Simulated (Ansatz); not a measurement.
## The perfect (5,0) C nanotube

Wanted: the relaxed geometry and the bands of the (5,0) C nanotube.

Calculated with Ansatz 0.2.0; DFT PBE, plane waves, PAW; relaxation of a wire's period, in the first sound run; inputs show where later runs differ.

This is a report of a sequence of runs, with most program output left out.

**1. Starting point**

The cell holds 20 atoms: 20 C. Its edges and angles: a = 10.714 Å, b = 10.523 Å, c = 4.260 Å, α = 90.0°, β = 90.0°, γ = 90.0°. Vacuum lies along a and b. The structure's axis is c.

**2. Relaxing the period**

Band widths follow the bond lengths, so the wire is relaxed first. The atoms and the third cell vector are free; the box across stays fixed as vacuum. A Fermi-Dirac smearing is set since the result may be a metal. The pressure printed is a third of the stress's trace over the whole box, vacuum included; only the stress along the axis is relaxed.

input.yaml reads:

```yaml
crystal:
  lattice:
    - [10.714, 0.0, 0.0]
    - [0.0, 10.523, 0.0]
    - [0.0, 0.0, 4.26]
  atoms:
    - { symbol: C, position: [0.352230287, 0.60931751, 0.0] }
    - { symbol: C, position: [0.352230287, 0.390668146, 0.0] }
    - { symbol: C, position: [0.556471073, 0.67688388, 0.0] }
    - { symbol: C, position: [0.556471073, 0.323101777, 0.0] }
    - { symbol: C, position: [0.68269882, 0.499992828, 0.0] }
    - { symbol: C, position: [0.352230287, 0.60931751, 0.333333333] }
    - { symbol: C, position: [0.352230287, 0.390668146, 0.333333333] }
    - { symbol: C, position: [0.556471073, 0.67688388, 0.333333333] }
    - { symbol: C, position: [0.556471073, 0.323101777, 0.333333333] }
    - { symbol: C, position: [0.68269882, 0.499992828, 0.333333333] }
    - { symbol: C, position: [0.317341796, 0.499992828, 0.5] }
    - { symbol: C, position: [0.443569543, 0.67688388, 0.5] }
    - { symbol: C, position: [0.443569543, 0.323101777, 0.5] }
    - { symbol: C, position: [0.647810329, 0.60931751, 0.5] }
    - { symbol: C, position: [0.647810329, 0.390668146, 0.5] }
    - { symbol: C, position: [0.317341796, 0.499992828, 0.833333333] }
    - { symbol: C, position: [0.443569543, 0.67688388, 0.833333333] }
    - { symbol: C, position: [0.443569543, 0.323101777, 0.833333333] }
    - { symbol: C, position: [0.647810329, 0.60931751, 0.833333333] }
    - { symbol: C, position: [0.647810329, 0.390668146, 0.833333333] }
kpoints:
  mp_grid: { grid: [1, 1, 19] }
scf:
  occupations: { method: fermi_dirac, width: 0.05 }
hamiltonian:
  xc: pbe
relax:
  cell: { fix: [a, b, alpha, beta, gamma] }
  max_steps: 45
  f_tol: 0.03
```

On the command line:

```console
$ ansatz run input.yaml --threads 4 --pin off --max-ram 16384MiB --backend cpu --events-out ev --progress --plain --runs-dir out
```

Elapsed: 31 s, on 4 threads of Arm Neoverse V1, shared host; peak memory 1.1 GiB.

Step by step:

| step | energy less that of the first step (eV) | largest force component (eV/Å) |
| --- | --- | --- |
| 1 | 0.0000 | 1.2781 |
| 2 | -0.8675 | 0.7747 |
| 3 | -1.0305 | 0.2789 |
| 4 | -1.0378 | 0.0767 |
| 5 | -1.0394 | 0.0186 |
| 6 | -1.0393 | 0.0099 |
| 7* | -1.0393 | 0.0099 |

Relaxation steps marked * repeat the geometry before them on a plane-wave basis chosen anew for their cell, so energy and pressure can jump there.

The run keeps the 8 symmetry operations that it works with, so distortions that break them were not tested.

The atoms that moved most (Å):

| atom | dx | dy | dz | length |
| --- | --- | --- | --- | --- |
| C18 | -0.026 | -0.083 | -0.007 | 0.087 |
| C13 | -0.026 | -0.083 | 0.007 | 0.087 |
| C9 | 0.026 | -0.083 | -0.007 | 0.087 |
| C4 | 0.026 | -0.083 | 0.007 | 0.087 |
| C17 | -0.026 | 0.083 | -0.007 | 0.087 |
| C12 | -0.026 | 0.083 | 0.007 | 0.087 |
| C8 | 0.026 | 0.083 | -0.007 | 0.087 |
| C3 | 0.026 | 0.083 | 0.007 | 0.087 |

This step gave:

- energy at zero smearing: -5008.8107 eV
- cell length along the wire: 4.260 Å

The cell's length comes to 4.260 Å with spin left out.

**3. Bands of the perfect wire**

This step: DFT PBE, plane waves, PAW; bands of a perfect wire (Ansatz 0.2.0).

At the relaxed period the bands are computed along the axis; those that cross an energy going forward count the channels that a perfect wire would open there.

input.yaml reads:

```yaml
crystal:
  lattice:
    - [10.714, 0.0, 0.0]
    - [0.0, 10.523, 0.0]
    - [0.0, 0.0, 4.2599508241]
  atoms:
    - { symbol: C, position: [0.34622009, 0.613965583, 0.001474065] }
    - { symbol: C, position: [0.34622009, 0.386034417, 0.001474065] }
    - { symbol: C, position: [0.558887791, 0.684744922, 0.001571302] }
    - { symbol: C, position: [0.558887791, 0.315255078, 0.001571302] }
    - { symbol: C, position: [0.689922547, 0.5, 0.001444424] }
    - { symbol: C, position: [0.34622009, 0.613965583, 0.331859268] }
    - { symbol: C, position: [0.34622009, 0.386034417, 0.331859268] }
    - { symbol: C, position: [0.558887791, 0.684744922, 0.331762032] }
    - { symbol: C, position: [0.558887791, 0.315255078, 0.331762032] }
    - { symbol: C, position: [0.689922547, 0.5, 0.33188891] }
    - { symbol: C, position: [0.310118069, 0.5, 0.501444424] }
    - { symbol: C, position: [0.441152825, 0.684744922, 0.501571302] }
    - { symbol: C, position: [0.441152825, 0.315255078, 0.501571302] }
    - { symbol: C, position: [0.653820526, 0.613965583, 0.501474065] }
    - { symbol: C, position: [0.653820526, 0.386034417, 0.501474065] }
    - { symbol: C, position: [0.310118069, 0.5, 0.83188891] }
    - { symbol: C, position: [0.441152825, 0.684744922, 0.831762032] }
    - { symbol: C, position: [0.441152825, 0.315255078, 0.831762032] }
    - { symbol: C, position: [0.653820526, 0.613965583, 0.831859268] }
    - { symbol: C, position: [0.653820526, 0.386034417, 0.831859268] }
kpoints:
  mp_grid: { grid: [1, 1, 19] }
  band_path: { path: ["Γ", Z], npoints: 90 }
scf:
  occupations: { method: fermi_dirac, width: 0.05 }
hamiltonian:
  xc: pbe
output:
  dos: { e_range: [-5, 4] }
  write_potential: true
  write_density: true
  volumetric_format: npy
```

Elapsed: 29 s, on 4 threads; peak memory 1.6 GiB; 1.9 min of CPU time.

This step gave:

| Item | Value |
| --- | --- |
| energy at zero smearing | -5008.8108 eV |
| band gap | 0 eV |

Electronic bands along the path, in eV, zero at the Fermi level:

| point | band 37 | band 38 | band 39 | band 40 | band 41 | band 42 | band 43 | band 44 |
| --- | --- | --- | --- | --- | --- | --- | --- | --- |
| Γ | -0.89 | -0.54 | -0.53 | 0.05 | 0.06 | 0.53 | 0.56 | 2.29 |
| halfway | -2.29 | -2.29 | -0.50 | -0.50 | 0.80 | 2.23 | 2.25 | 2.55 |
| Z | -1.63 | -1.63 | -1.62 | -1.62 | 2.59 | 2.59 | 3.51 | 3.51 |

Between Γ and Z the bands cross the Fermi level 3 times, so a perfect wire would conduct at least 3 G₀, with spin left out.

**4. At a strained period, period over the relaxed period 0.96, k-mesh 1×1×15**

This step: DFT PBE, plane waves, PAW; relaxation at a fixed period (Ansatz 0.2.0).

The period is set to 0.96 times the relaxed one and the atoms relax within it: strain changes bond lengths and angles, which shifts the bands against each other. Against the first PBE run of this kind, the mesh along the wire has 15 points against 19.

The cell differs from the one that the last finished run ended in (c 4.260 → 4.090 Å).

Edit input.yaml of step 3 so:

```diff
@@ -4,3 +4,3 @@
     - [0.0, 10.523, 0.0]
-    - [0.0, 0.0, 4.2599508241]
+    - [0.0, 0.0, 4.0895527911]
   atoms:
@@ -27,3 +27,3 @@
 kpoints:
-  mp_grid: { grid: [1, 1, 19] }
+  mp_grid: { grid: [1, 1, 15] }
   band_path: { path: ["Γ", Z], npoints: 90 }
@@ -33,6 +33,6 @@
   xc: pbe
+relax:
+  max_steps: 40
+  f_tol: 0.02
 output:
-  dos: { e_range: [-5, 4] }
-  write_potential: true
-  write_density: true
-  volumetric_format: npy
+  stress: true
```

Elapsed: 33 s, on 4 threads; peak memory 1.6 GiB.

Relaxation path:

| step | energy less that of the first step (eV) | largest force component (eV/Å) |
| --- | --- | --- |
| 1 | 0.0000 | 0.7763 |
| 2 | -0.1234 | 0.2558 |
| 3 | -0.1386 | 0.0128 |
| 4 | -0.1386 | 0.0130 |

Forces are held to the 8 operations that the run works with; a distortion that breaks them can't arise in this run.

The atoms that moved most (Å):

| atom | dx | dy | dz | length |
| --- | --- | --- | --- | --- |
| C12 | -0.009 | 0.029 | -0.007 | 0.031 |
| C3 | 0.009 | 0.029 | -0.007 | 0.031 |
| C13 | -0.009 | -0.029 | -0.007 | 0.031 |
| C4 | 0.009 | -0.029 | -0.007 | 0.031 |
| C17 | -0.009 | 0.029 | 0.007 | 0.031 |
| C8 | 0.009 | 0.029 | 0.007 | 0.031 |
| C18 | -0.009 | -0.029 | 0.007 | 0.031 |
| C9 | 0.009 | -0.029 | 0.007 | 0.031 |

The relaxed structure:

```cif
data_structure
_symmetry_space_group_name_H-M 'P 1'
_symmetry_Int_Tables_number 1
_cell_length_a 10.7140
_cell_length_b 10.5230
_cell_length_c 4.0896
_cell_angle_alpha 90.000
_cell_angle_beta 90.000
_cell_angle_gamma 90.000
_cell_volume 461.07
loop_
_atom_site_label
_atom_site_type_symbol
_atom_site_fract_x
_atom_site_fract_y
_atom_site_fract_z
_atom_site_occupancy
C1 C 0.34412 0.61558 0.99982 1
C2 C 0.34412 0.38442 0.99982 1
C3 C 0.55973 0.68747 0.99992 1
C4 C 0.55973 0.31253 0.99992 1
C5 C 0.69242 0.50000 0.99978 1
C6 C 0.34412 0.61558 0.33351 1
C7 C 0.34412 0.38442 0.33351 1
C8 C 0.55973 0.68747 0.33341 1
C9 C 0.55973 0.31253 0.33341 1
C10 C 0.69242 0.50000 0.33356 1
C11 C 0.30763 0.50000 0.49978 1
C12 C 0.44031 0.68747 0.49992 1
C13 C 0.44031 0.31253 0.49992 1
C14 C 0.65592 0.61558 0.49982 1
C15 C 0.65592 0.38442 0.49982 1
C16 C 0.30763 0.50000 0.83356 1
C17 C 0.44031 0.68747 0.83341 1
C18 C 0.44031 0.31253 0.83341 1
C19 C 0.65592 0.61558 0.83351 1
C20 C 0.65592 0.38442 0.83351 1
```

This step gave:

* energy at zero smearing: -5007.9514 eV

The electronic bands at the labelled points (eV, zero at the Fermi level):

| point | band 37 | band 38 | band 39 | band 40 | band 41 | band 42 | band 43 | band 44 |
| --- | --- | --- | --- | --- | --- | --- | --- | --- |
| Γ | -0.82 | -0.04 | -0.04 | 0.07 | 0.08 | 0.53 | 0.57 | 2.83 |
| halfway | -1.99 | -1.99 | -0.48 | -0.48 | 0.96 | 2.39 | 2.41 | 2.86 |
| Z | -1.60 | -1.60 | -1.60 | -1.60 | 2.71 | 2.71 | 3.72 | 3.72 |

Bands cross the Fermi level, as under PBE at the relaxed period.

**5. Strain along the wire, period over the relaxed period 0.98, k-mesh 1×1×15**

The period is set to 0.98 times the relaxed one and the atoms relax within it: strain changes bond lengths and angles, which shifts the bands against each other. Against the first PBE run of this kind, the mesh along the wire has 15 points against 19.

The cell differs from the one that the last finished run ended in (c 4.090 → 4.175 Å).

Edit input.yaml of step 4 so:

```diff
@@ -4,3 +4,3 @@
     - [0.0, 10.523, 0.0]
-    - [0.0, 0.0, 4.0895527911]
+    - [0.0, 0.0, 4.1747518076]
   atoms:
```

The job ended after 34 s (4 threads; peak memory 1.7 GiB; 2.2 min of CPU time).

Relaxation path:

| step | energy less that of the first step (eV) | largest force component (eV/Å) |
| --- | --- | --- |
| 1 | 0.0000 | 0.4188 |
| 2 | -0.0250 | 0.1886 |
| 3 | -0.0285 | 0.0315 |
| 4 | -0.0286 | 0.0194 |

Forces are held to the 8 operations that the run works with; a distortion that breaks them can't arise in this run.

The atoms that moved most (Å):

| atom | dx | dy | dz | length |
| --- | --- | --- | --- | --- |
| C12 | -0.004 | 0.014 | -0.004 | 0.015 |
| C3 | 0.004 | 0.014 | -0.004 | 0.015 |
| C13 | -0.004 | -0.014 | -0.004 | 0.015 |
| C4 | 0.004 | -0.014 | -0.004 | 0.015 |
| C17 | -0.004 | 0.014 | 0.004 | 0.015 |
| C8 | 0.004 | 0.014 | 0.004 | 0.015 |
| C18 | -0.004 | -0.014 | 0.004 | 0.015 |
| C9 | 0.004 | -0.014 | 0.004 | 0.015 |

Final coordinates:

```
C
1.0
    10.71400    0.00000    0.00000
     0.00000   10.52300    0.00000
     0.00000    0.00000    4.17475
C
20
Direct
  0.34561 0.61459 0.00047
  0.34561 0.38541 0.00047
  0.55922 0.68608 0.00064
  0.55922 0.31392 0.00064
  0.69046 0.50000 0.00039
  0.34561 0.61459 0.33286
  0.34561 0.38541 0.33286
  0.55922 0.68608 0.33269
  0.55922 0.31392 0.33269
  0.69046 0.50000 0.33294
  0.30958 0.50000 0.50039
  0.44082 0.68608 0.50064
  0.44082 0.31392 0.50064
  0.65443 0.61459 0.50047
  0.65443 0.38541 0.50047
  0.30958 0.50000 0.83294
  0.44082 0.68608 0.83269
  0.44082 0.31392 0.83269
  0.65443 0.61459 0.83286
  0.65443 0.38541 0.83286
```

The electronic bands at the labelled points (eV, zero at the Fermi level):

| point | band 37 | band 38 | band 39 | band 40 | band 41 | band 42 | band 43 | band 44 |
| --- | --- | --- | --- | --- | --- | --- | --- | --- |
| Γ | -0.83 | -0.27 | -0.25 | 0.03 | 0.03 | 0.56 | 0.60 | 2.54 |
| halfway | -2.15 | -2.14 | -0.47 | -0.47 | 0.91 | 2.32 | 2.36 | 2.70 |
| Z | -1.60 | -1.60 | -1.60 | -1.60 | 2.68 | 2.68 | 3.63 | 3.63 |

Bands cross the Fermi level, as under PBE at the relaxed period.

**6. At a strained period, period over the relaxed period 1.02, k-mesh 1×1×14**

The period is set to 1.02 times the relaxed one and the atoms relax within it: strain changes bond lengths and angles, which shifts the bands against each other. Against the first PBE run of this kind, the mesh along the wire has 14 points against 19.

The cell differs from the one that the last finished run ended in (c 4.175 → 4.345 Å).

Edit input.yaml of step 5 so:

```diff
@@ -4,3 +4,3 @@
     - [0.0, 10.523, 0.0]
-    - [0.0, 0.0, 4.1747518076]
+    - [0.0, 0.0, 4.3451498406]
   atoms:
@@ -27,3 +27,3 @@
 kpoints:
-  mp_grid: { grid: [1, 1, 15] }
+  mp_grid: { grid: [1, 1, 14] }
   band_path: { path: ["Γ", Z], npoints: 90 }
```

Wall time 37 s (4 threads); peak memory 1.7 GiB; 2.4 min of CPU time.

The steps of the relaxation:

| step | energy less that of the first step (eV) | largest force component (eV/Å) |
| --- | --- | --- |
| 1 | 0.0000 | 0.2663 |
| 2 | -0.0177 | 0.1083 |
| 3 | -0.0193 | 0.0164 |
| 4 | -0.0193 | 0.0163 |

Forces are held to the 8 operations that the run works with; a distortion that breaks them can't arise in this run.

The atoms that moved most (Å):

| atom | dx | dy | dz | length |
| --- | --- | --- | --- | --- |
| C8 | -0.003 | -0.010 | -0.003 | 0.011 |
| C9 | -0.003 | 0.010 | -0.003 | 0.011 |
| C18 | 0.003 | 0.010 | -0.003 | 0.011 |
| C17 | 0.003 | -0.010 | -0.003 | 0.011 |
| C3 | -0.003 | -0.010 | 0.003 | 0.011 |
| C4 | -0.003 | 0.010 | 0.003 | 0.011 |
| C12 | 0.003 | -0.010 | 0.003 | 0.011 |
| C13 | 0.003 | 0.010 | 0.003 | 0.011 |

The relaxed structure:

```
C
1.0
    10.71400    0.00000    0.00000
     0.00000   10.52300    0.00000
     0.00000    0.00000    4.34515
C
20
Direct
  0.34699 0.61339 0.00218
  0.34699 0.38661 0.00218
  0.55859 0.68380 0.00230
  0.55859 0.31620 0.00230
  0.68899 0.50000 0.00213
  0.34699 0.61339 0.33115
  0.34699 0.38661 0.33115
  0.55859 0.68380 0.33104
  0.55859 0.31620 0.33104
  0.68899 0.50000 0.33120
  0.31105 0.50000 0.50213
  0.44145 0.68380 0.50230
  0.44145 0.31620 0.50230
  0.65305 0.61339 0.50218
  0.65305 0.38661 0.50218
  0.31105 0.50000 0.83120
  0.44145 0.68380 0.83104
  0.44145 0.31620 0.83104
  0.65305 0.61339 0.83115
  0.65305 0.38661 0.83115
```

Bands cross the Fermi level, as under PBE at the relaxed period.

**7. Strain along the wire, period over the relaxed period 1.04, k-mesh 1×1×14**

The period is set to 1.04 times the relaxed one and the atoms relax within it: strain changes bond lengths and angles, which shifts the bands against each other. Against the first PBE run of this kind, the mesh along the wire has 14 points against 19.

The cell differs from the one that the last finished run ended in (c 4.345 → 4.430 Å).

Edit input.yaml of step 6 so:

```diff
@@ -4,3 +4,3 @@
     - [0.0, 10.523, 0.0]
-    - [0.0, 0.0, 4.3451498406]
+    - [0.0, 0.0, 4.4303488571]
   atoms:
```

It took 38 s on 4 threads; peak memory 1.7 GiB.

Relaxation path:

| step | energy less that of the first step (eV) | largest force component (eV/Å) |
| --- | --- | --- |
| 1 | 0.0000 | 0.4374 |
| 2 | -0.0568 | 0.1813 |
| 3 | -0.0612 | 0.0431 |
| 4 | -0.0614 | 0.0092 |

The run keeps the 8 symmetry operations that it works with, so distortions that break them were not tested.

The atoms that moved most (Å):

| atom | dx | dy | dz | length |
| --- | --- | --- | --- | --- |
| C8 | -0.006 | -0.019 | -0.006 | 0.021 |
| C17 | 0.006 | -0.019 | -0.006 | 0.021 |
| C9 | -0.006 | 0.019 | -0.006 | 0.021 |
| C18 | 0.006 | 0.019 | -0.006 | 0.021 |
| C3 | -0.006 | -0.019 | 0.006 | 0.021 |
| C12 | 0.006 | -0.019 | 0.006 | 0.021 |
| C4 | -0.006 | 0.019 | 0.006 | 0.021 |
| C13 | 0.006 | 0.019 | 0.006 | 0.021 |

The relaxed structure:

```cif
data_structure
_symmetry_space_group_name_H-M 'P 1'
_symmetry_Int_Tables_number 1
_cell_length_a 10.7140
_cell_length_b 10.5230
_cell_length_c 4.4303
_cell_angle_alpha 90.000
_cell_angle_beta 90.000
_cell_angle_gamma 90.000
_cell_volume 499.49
loop_
_atom_site_label
_atom_site_type_symbol
_atom_site_fract_x
_atom_site_fract_y
_atom_site_fract_z
_atom_site_occupancy
C1 C 0.34752 0.61294 0.00281 1
C2 C 0.34752 0.38706 0.00281 1
C3 C 0.55835 0.68296 0.00290 1
C4 C 0.55835 0.31704 0.00290 1
C5 C 0.68840 0.50000 0.00278 1
C6 C 0.34752 0.61294 0.33052 1
C7 C 0.34752 0.38706 0.33052 1
C8 C 0.55835 0.68296 0.33043 1
C9 C 0.55835 0.31704 0.33043 1
C10 C 0.68840 0.50000 0.33056 1
C11 C 0.31164 0.50000 0.50278 1
C12 C 0.44169 0.68296 0.50290 1
C13 C 0.44169 0.31704 0.50290 1
C14 C 0.65252 0.61294 0.50281 1
C15 C 0.65252 0.38706 0.50281 1
C16 C 0.31164 0.50000 0.83056 1
C17 C 0.44169 0.68296 0.83043 1
C18 C 0.44169 0.31704 0.83043 1
C19 C 0.65252 0.61294 0.83052 1
C20 C 0.65252 0.38706 0.83052 1
```

Bands cross the Fermi level, as under PBE at the relaxed period.

**8. Strain along the wire, period over the relaxed period 1.06, k-mesh 1×1×14**

The period is set to 1.06 times the relaxed one and the atoms relax within it: strain changes bond lengths and angles, which shifts the bands against each other. Against the first PBE run of this kind, the mesh along the wire has 14 points against 19.

The cell differs from the one that the last finished run ended in (c 4.430 → 4.516 Å).

Edit input.yaml of step 7 so:

```diff
@@ -4,3 +4,3 @@
     - [0.0, 10.523, 0.0]
-    - [0.0, 0.0, 4.4303488571]
+    - [0.0, 0.0, 4.5155478735]
   atoms:
```

Run time: 38 s. Hardware: 4 threads; peak memory 1.8 GiB.

The electronic bands at the labelled points (eV, zero at the Fermi level):

| point | band 37 | band 38 | band 39 | band 40 | band 41 | band 42 | band 43 | band 44 |
| --- | --- | --- | --- | --- | --- | --- | --- | --- |
| Γ | -1.30 | -1.30 | -1.09 | 0.13 | 0.13 | 0.44 | 0.46 | 1.57 |
| halfway | -2.45 | -2.44 | -0.57 | -0.57 | 0.45 | 1.91 | 1.92 | 2.10 |
| Z | -1.67 | -1.67 | -1.67 | -1.67 | 2.26 | 2.26 | 3.13 | 3.13 |

Bands cross the Fermi level, as under PBE at the relaxed period.

**9. Side by side**

Times are for 4 threads of Arm Neoverse V1, shared host. The runs compared:

| no. | period over the relaxed period | k-mesh | free energy less the lowest (eV) | pressure (GPa) | time | memory (GiB) |
| --- | --- | --- | --- | --- | --- | --- |
| 1 | 0.96 | 1×1×15 | 0.6608 | 4.582 | 33 s | 1.6 |
| 2 | 0.98 | 1×1×15 | 0.02112 | 2.389 | 34 s | 1.7 |
| 3 | 1.02 | 1×1×14 | 0 | -2.158 | 37 s | 1.7 |
| 4 | 1.04 | 1×1×14 | 0.5787 | -4.238 | 38 s | 1.7 |
| 5 | 1.06 | 1×1×14 | 1.515 | -6.118 | 38 s | 1.8 |

**10. What came out**

| Property | Result |
| --- | --- |
| cell length, PBE | 4.260 Å |
| gap, period scaled by 0.96 | none |
| gap, period scaled by 0.98 | none |
| gap, period scaled by 1.02 | none |
| gap, period scaled by 1.04 | none |
| gap, period scaled by 1.06 | none |
| ballistic conductance by band crossings, a lower bound, PBE | 3 G₀ |

**Reading.** Under PBE the cell's length is 4.26 Å, and the bands cross the Fermi level 3 times between Γ and Z, which gives a perfect wire at least 3 G₀ (opposite crossings within one step of the path cancel in such a count).

[Logs are printed without paths, hosts, clocks, repeated set-up lines and the standing remarks that a program may print on its own settings, such as how far it seeks lower states.]

[Hosts, paths, dates, database ids (printed as entryN), source tags and the programs' standing remarks are cut or masked in the printed files.]
